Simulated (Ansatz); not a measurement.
LiCl:

```
CELL_PARAMETERS angstrom
0.00000 2.56477 2.56477
2.56477 0.00000 2.56477
2.56477 2.56477 0.00000
ATOMIC_POSITIONS crystal
Cl 0.50000 0.50000 0.50000
Li 0.00000 0.00000 0.00000
```

```yaml
Program: Ansatz 0.2.0
Task: relaxation of cell and atoms
Functional: PBEsol
Dispersion: D3(BJ)
Potentials_or_basis: Ansatz PAW
Cutoff: "420 eV (not typed: the program's choice for these potentials)"
k_mesh: 9 × 9 × 9
Occupations: fermi-dirac, width 0.05 eV
Spin: no spin polarisation
```

At the start: volume 16.87 Å³/atom.

Problem. How do energy, volume and symmetry change on relaxing?

Solution. It ends after 5 steps and the volume is 15.38 Å³/atom (-8.8 %); space group Fm-3m (No. 225, to 0.05 Å).

The path:
| step | energy change (eV) | largest force (eV/Å) | volume (Å³) |
| --- | --- | --- | --- |
| 1 | 0.0000 | 0.0000 | 33.74 |
| 2 | -0.0268 | 0.0000 | 31.71 |
| 3 | -0.0301 | 0.0000 | 30.61 |
| 4 | -0.0302 | 0.0000 | 30.76 |
| 5 | -0.0301 | 0.0000 | 30.76 |

Final structure:
```yaml
crystal:
  lattice:
    - [0.00000, 2.48696, 2.48696]
    - [2.48696, 0.00000, 2.48696]
    - [2.48696, 2.48696, 0.00000]
  atoms:
    - { symbol: Cl, position: [0.50000, 0.50000, 0.50000] }
    - { symbol: Li, position: [0.00000, 0.00000, 0.00000] }
```

Caveat: the plane-wave basis is chosen anew once the cell has moved, so the energies of steps on either side of that aren't comparable; the PAW data sets come from PBE, with cores solved anew for the run's functional, which leaves a small shift of forces and pressure.
